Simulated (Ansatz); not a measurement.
**33S NMR of the central transition in WS₂ at a changed volume**

Cell: an entry of the Crystallography Open Database (COD), relaxed with PBE at fixed cell and then changed (volume scaled by 1.06, ions relaxed).

```yaml
crystal:
  lattice:
    - [1.60997, 0.92952, 6.28421]
    - [-1.60997, 0.92952, 6.28421]
    - [0.00000, -1.85903, 6.28421]
  atoms:
    - { symbol: W, position: [0.00067, 0.00067, 0.00067] }
    - { symbol: S, position: [0.25150, 0.25150, 0.25150] }
    - { symbol: S, position: [0.41653, 0.41653, 0.41653] }
```

Atoms are numbered from 1 in the order listed; like atoms form one site, named after its first atom.

All values are calculated (Ansatz; DFT, PBE, plane waves and PAW, scalar-relativistic, collinear spin, 420 eV cutoff, Γ-centred 16×16×16 k-points, Fermi–Dirac smearing 0.02 eV), not measured. Start moments as typed (μB): 2 on each W, none on the rest.

33S has I = 3/2 and Q = -69.40 mb (Pyykkö 2018); at 16.4 T its Larmor frequency is ν₀ = 53.7 MHz. Only the quadrupole interaction is simulated: positions count from each site's isotropic chemical shift, and shift anisotropy, dipolar and J coupling are left out.

Question: Give C_Q, η, the quadrupolar product P_Q = |C_Q|(1 + η²/3)^½, the second-order isotropic shift and the breadth of the pattern (static powder) for each S site.

Answer: 

```tsv
site	first shell	C_Q (MHz)	η	P_Q (MHz)	δ_QIS (ppm)	breadth (kHz)
S2	3 W at 2.42 Å; also 7 S at 3.11–3.22 Å	8.43	0.00	8.43	-618	173
S3	3 W at 2.42 Å; also 7 S at 3.11–3.22 Å	8.25	0.00	8.25	-591	165
```

δ_QIS = −(ν_Q²/30ν₀²)[I(I+1) − 3/4](1 + η²/3) × 10⁶ ppm with ν_Q = 3|C_Q|/[2I(2I−1)]; it falls as 1/B₀² in ppm, and the breadth as 1/B₀ in kHz.

An axis of threefold or higher order runs through S2 and S3, so V_zz lies along it and η is zero.

Without spin–orbit coupling the gradients at and beside W can be off by some per cent, at some sites by more. The start moments die out, and the run ends without spin.

The relaxation (5 steps) took 6.8 min of wall time (6.8 min of CPU time) and 1.3 GiB at its peak, on 1 thread of Intel Xeon Platinum 8259CL CPU @ 2.50GHz (Skylake/Cascade Lake) (x86_64; 16 cores open to the job, memory cap 3.0 GiB, no GPU), a shared host with a load of 0.8 a core.
